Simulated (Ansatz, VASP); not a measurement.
**One calculation of Pt, two programs**

Contents of INCAR:

```
SYSTEM = Pt
ALGO = Normal
EDIFF = 1E-6
ENCUT = 520
GGA = PS
ISIF = 2
ISMEAR = 0
LASPH = .TRUE.
LCHARG = .TRUE.
LELF = .TRUE.
LREAL = .FALSE.
LVHAR = .TRUE.
LWAVE = .FALSE.
NBANDS = 11
NELM = 80
PREC = Accurate
SIGMA = 0.1
```

The input KPOINTS:

```
k-points
0
G
  18 18 18
  0 0 0
```

File POSCAR:

```
Pt
1.0
    0.0000000000      1.9190483971      1.9190483971
    1.9190483971      0.0000000000      1.9190483971
    1.9190483971      1.9190483971      0.0000000000
Pt
1
Direct
    0.0000000000      0.0000000000      0.0000000000
```

Input for Ansatz:

```yaml
crystal:
  lattice:
    - [0.0, 1.9190483973, 1.9190483973]
    - [1.9190483973, 0.0, 1.9190483973]
    - [1.9190483973, 1.9190483973, 0.0]
  atoms:
    - { symbol: Pt, position: [0.0, 0.0, 0.0] }
basis:
  ecutwfc: 420
kpoints:
  mp_grid: { grid: [18, 18, 18] }
hamiltonian:
  xc: pbesol
scf:
  occupations: { method: gaussian, width: 0.1 }
output:
  forces: true
  stress: true
  eigenvalues: true
```

Alike in both runs: task single point; functional PBEsol; k mesh 18 × 18 × 18; occupations gaussian, width 0.1 eV; no spin polarisation.

```csv
,VASP,Ansatz
version,VASP 6.6.1,Ansatz 0.2.0
potentials or method,"VASP PAW PBE potentials, release 64 (Pt)","scalar-relativistic, plane waves, PAW"
plane-wave cutoff (eV),520,420
valence electrons in the cell,10,18
```

Ansatz gave:

```
gap on the k mesh at the Fermi level (eV) : none
pressure (GPa)                            : 21.0
```

Task: Which values does VASP return?

Result: gap on the k mesh at the Fermi level (eV): none; pressure (GPa): 20.6.

A gap of «none» marks a metal or a gap that the smearing closes. The two sets of potentials don't hold the same shells in valence.

Caveats: so large a pressure means that the cell lies far from this level's equilibrium, or that cutoff or potentials fall short (VASP); the potentials were made for another functional, which shifts forces and pressure (VASP). The runs have no spin-orbit coupling, so splittings on Pt are missing.
